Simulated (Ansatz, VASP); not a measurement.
# Two plane-wave programs on GaP

```
Ga P
1.0
     0.00000    2.64349    2.72525
     2.72525    0.00000    2.72525
     2.72525    2.64349    0.00000
Ga P
1 1
Direct
  0.00000 0.00000 0.00000
  0.75000 0.75000 0.75000
```

Change from the starting cell: strain -0.0300 x Voigt [0, 1, 0, 0, 0, 0], atoms carried along.

Alike in both runs: task single point; functional PBE; k mesh 8 × 8 × 8; occupations gaussian, width 0.05 eV; no spin polarisation.

|  | VASP | Ansatz |
| --- | --- | --- |
| version | VASP 6.6.1 | Ansatz 0.2.0 |
| potentials or method | VASP PAW PBE potentials, release 64 (Ga_d, P) | scalar-relativistic, plane waves, PAW |
| plane-wave cutoff (eV) | 520 | 420 |
| valence electrons in the cell | 18 | 18 |

VASP gave:

* gap on the k mesh at the Fermi level (eV): 1.30
* least direct gap on the mesh (eV): 1.96
* pressure (GPa): 5.2
* largest component of the traceless stress (GPa): 1.41

**Question.** Which values does Ansatz return?

**Answer.** gap on the k mesh at the Fermi level (eV): 1.30; least direct gap on the mesh (eV): 1.96; pressure (GPa): 5.3; largest component of the traceless stress (GPa): 1.40.

The functional is the same, so the differences come from potentials, cutoffs and numerics.

A k mesh can miss the band edges.
